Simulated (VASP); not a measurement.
# Li (P6_3/mmc) in VASP: a series of runs, part 2 of 2

VASP 6.6.1.

## Step 3: Electric field gradients, PBE (volume scaled by 0.97)

INCAR reads:

```
SYSTEM = Li
PREC = Accurate ; ENCUT = 520
EDIFF = 1E-8 ; ISMEAR = -1
SIGMA = 0.05 ; LREAL = .False.
LASPH = .True. ; NELM = 60
ALGO = Normal ; ISIF = 2
LWAVE = .False. ; LCHARG = .False.
GGA = PE ; LEFG = .True.
NBANDS = 10
```

KPOINTS reads:

```
regular mesh
0
Gamma
  16 16 9
  0 0 0
```

POSCAR reads:

```
Li
1.0
    3.0235663002      0.0000000000      0.0000000000
   -1.5117831501      2.6184852260      0.0000000000
    0.0000000000      0.0000000000      4.9447413763
Li
2
Direct
    0.3333333333      0.6666666667      0.2500000000
    0.6666666667      0.3333333333      0.7500000000
```

Potentials or basis: VASP PAW PBE potentials, release 64 (Li_sv).

On the command line:

```console
$ cat potpaw_PBE.64/Li_sv/POTCAR > POTCAR
$ mpirun -np 1 vasp_std > vasp.out
```

OUTCAR:

```text
SYSTEM = Li
   PREC = Accurate
   ENCUT = 520
   EDIFF = 1E-8
   ISMEAR = -1
   LREAL = .False.
   LASPH = .True.
   NELM = 60
   ISIF = 2
   GGA = PE

 ion  position               nearest neighbor table
   1  0.333  0.667  0.250-
   2  0.667  0.333  0.750-

  LATTYP: Found a hexagonal cell.
 ALAT       =     3.0235663002
 C/A-ratio  =     1.6354003469

  Lattice vectors:

 A1 = (   3.0235663002,   0.0000000000,   0.0000000000)
 A2 = (  -1.5117831501,   2.6184852260,   0.0000000000)
 A3 = (   0.0000000000,   0.0000000000,   4.9447413763)

Analysis of symmetry for initial positions (statically):
=====================================================================
 Subroutine PRICEL returns:
 Original cell was already a primitive cell.

 Routine SETGRP: Setting up the symmetry group for a
 hexagonal supercell.

 Subroutine GETGRP returns: Found 24 space group operations
 (whereof 12 operations were pure point group operations)
 out of a pool of 24 trial point group operations.

The static configuration has the point symmetry D_3d.
 The point group associated with its full space group is D_6h.

Analysis of symmetry for dynamics (positions and initial velocities):
=====================================================================
 Subroutine PRICEL returns:
 Original cell was already a primitive cell.

 Routine SETGRP: Setting up the symmetry group for a
 hexagonal supercell.

 Subroutine GETGRP returns: Found 24 space group operations
 (whereof 12 operations were pure point group operations)
 out of a pool of 24 trial point group operations.
[... 457 lines left out ...]
 k-point    24 :       0.2500    0.1875    0.0000
  band No.  band energies     occupation
      1     -45.7278      2.00000
      2     -45.7184      2.00000
      3      -0.5409      2.00000
      4       3.7681      0.00000
      5       3.9769      0.00000
      6       5.7339      0.00000
      7       7.8719      0.00000
      8      10.2517      0.00000
      9      12.0069      0.00000
     10      12.3764      0.00000

 [... further k-points ...]

------------------------ aborting loop because EDIFF is reached ----------------------------------------

  FORCE on cell =-STRESS in cart. coord.  units (eV):
  Direction    XX          YY          ZZ          XY          YZ          ZX
  --------------------------------------------------------------------------------------
  -------------------------------------------------------------------------------------
  Total        0.0941409      0.0941409      0.1055385      0.0000000      0.0000000      0.0000000
  in kB        3.8527921      3.8527921      4.3192508      0.0000000      0.0000000      0.0000000
  external PRESSURE =       4.0082784 kB  Pullay stress =       0.0000000 kB

 VOLUME and BASIS-vectors are now :
 -----------------------------------------------------------------------------
  energy-cutoff  :      520.00
  volume of cell :       39.15
      direct lattice vectors                 reciprocal lattice vectors
     3.023566300  0.000000000  0.000000000     0.330735264  0.190950094  0.000000000
    -1.511783150  2.618485226  0.000000000     0.000000000  0.381900188  0.000000000
     0.000000000  0.000000000  4.944741376     0.000000000  0.000000000  0.202235046

 POSITION                                       TOTAL-FORCE (eV/Angst)
 -----------------------------------------------------------------------------------
     -0.00000      1.74566      1.23619         0.000000     -0.000000      0.000000
      1.51178      0.87283      3.70856        -0.000000      0.000000      0.000000
 -----------------------------------------------------------------------------------
    total drift:                                0.000000     -0.000000      0.000000

  FREE ENERGIE OF THE ION-ELECTRON SYSTEM (eV)
  ---------------------------------------------------
  free  energy   TOTEN  =        -3.8161831064 eV

  energy  without entropy=       -3.8093027933  energy(sigma->0) =       -3.81274295

 Electric field gradients (V/A^2)
---------------------------------------------------------------------
 ion       V_xx      V_yy      V_zz      V_xy      V_xz      V_yz
---------------------------------------------------------------------
   1      -0.000     0.003    -0.003     0.003    -0.000     0.000
   2      -0.000     0.003    -0.003     0.003     0.000    -0.000
---------------------------------------------------------------------

 Electric field gradients after diagonalization (V/A^2)
 (convention: |V_zz| > |V_xx| > |V_yy|)
----------------------------------------------------------------------
 ion       V_xx      V_yy      V_zz     asymmetry (V_yy - V_xx)/ V_zz
----------------------------------------------------------------------
   1      -0.003    -0.002     0.005       0.103
   2      -0.003    -0.002     0.005       0.103
----------------------------------------------------------------------

           NMR quadrupolar parameters

 Cq : quadrupolar parameter    Cq=e*Q*V_zz/h
 eta: asymmetry parameters     (V_yy - V_xx)/ V_zz
 Q  : nuclear electric quadrupole moment in mb (millibarn)
----------------------------------------------------------------------
 ion       Cq(MHz)       eta       Q (mb)
----------------------------------------------------------------------
   1       0.000       0.103       1.000
   2       0.000       0.103       1.000
----------------------------------------------------------------------
```

stdout:

```text
POSCAR found type information on POSCAR Li
 POSCAR found :  1 types and       2 ions
 scaLAPACK will be used
 LDA part: xc-table for (Slater+PW92), standard interpolation
 POSCAR, INCAR and KPOINTS ok, starting setup
 FFT: planning ... GRIDC
 FFT: planning ... GRID_SOFT
 FFT: planning ... GRID
 WAVECAR not read
 entering main loop
ion   1

ion   2
```

It took 24 s on 1 thread of Intel Xeon Platinum 8488C (Sapphire Rapids), shared host; peak memory 0.17 GiB.

Results:

```
Free energy            : -3.8162 eV
Band gap on the k mesh : none (metal or under the smearing width)
```

Electric field gradients, principal values (V/Å²):
```csv
atom,Vxx,Vyy,Vzz
1 Li,-0.002,-0.003,0.005
2 Li,-0.002,-0.003,0.005
```

Caveat: the cutoff is under 1.25 times the usual one of these potentials, so pressure, stress and relaxed cells hold a basis-set (Pulay) error.
